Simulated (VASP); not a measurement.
NaCl, 2 atoms in the cell. Symmetry: Fm-3m, No. 225, cubic system. The conventional cell has a = 5.773 Å, b = 5.773 Å, c = 5.773 Å, α = 90.00°, β = 90.00°, γ = 90.00°. Na (site symmetry m-3m) is surrounded by 6 Cl at 2.89 Å. Cl (site symmetry m-3m) has 6 Na at 2.89 Å as nearest neighbours.  The cell isn't the ideal one: a relaxed cell with its volume scaled by 1.04.

- Program: VASP 6.6.1
- Task: relaxation of the atoms
- Functional: PBE
- Potentials or basis: VASP PAW PBE potentials, release 64 (Na_pv, Cl)
- Cutoff: 600 eV
- k mesh: 8 × 8 × 8
- Occupations: gaussian, width 0.03 eV
- Spin: no spin polarisation
- Further INCAR settings: ALGO = Normal; EDIFF = 1e-07; IBRION = 2; EDIFFG = -0.01; NSW = 40

Potentials or basis: VASP PAW PBE potentials, release 64 (Na_pv, Cl).

Launch:

```sh
$ cat potpaw_PBE.64/Na_pv/POTCAR potpaw_PBE.64/Cl/POTCAR > POTCAR
$ mpirun -np 1 vasp_std > vasp.out
```

Hardware: 1 thread of AMD EPYC 9R45 (Zen 5), on a shared host.

Q: Estimate the wall time of this run.

A: It took 15 s on 1 thread of AMD EPYC 9R45 (Zen 5), with other jobs on the host, peak memory 0.16 GiB. Counts: scf iterations 15, k points 29, ion steps 1.
